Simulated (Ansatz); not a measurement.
Crystal: TiO2 (Anatase).

```
CELL_PARAMETERS angstrom
-1.89210 1.89210 4.75730
1.89210 -1.89210 4.75730
1.89210 1.89210 -4.75730
ATOMIC_POSITIONS crystal
Ti 0.75000 0.25000 0.50000
Ti 0.00000 0.00000 0.00000
O 0.79190 0.79190 0.00000
O 0.54190 0.04190 0.50000
O 0.95810 0.45810 0.50000
O 0.20810 0.20810 0.00000
```

Base run:

| Property | Result |
| --- | --- |
| Program | Ansatz 0.2.0 |
| Functional | PBE |
| Potentials or basis | Ansatz PAW |
| Cutoff | 420 eV (not typed: the program's choice for these potentials) |
| k mesh | 10 × 10 × 10 |
| Occupations | gaussian, width 0.015 eV |
| Spin | no spin polarisation |

Its results: band gap on the k mesh 2.14 eV, indirect (least direct gap 2.46 eV); pressure 5.2 GPa; largest force 0.102 eV/Å.

Problem. The run is repeated on the same cell with these changes: functional from PBE to PBEsol; occupations from gaussian, width 0.015 eV to gaussian, width 0.02 eV. What comes out?

Solution. Band gap on the k mesh 2.09 eV, indirect (least direct gap 2.42 eV); pressure -1.1 GPa; largest force 0.009 eV/Å.

Caveats: the PAW data sets come from PBE, with cores solved anew for the run's functional, which leaves a small shift of forces and pressure (some runs).

A k mesh can miss the band edges.
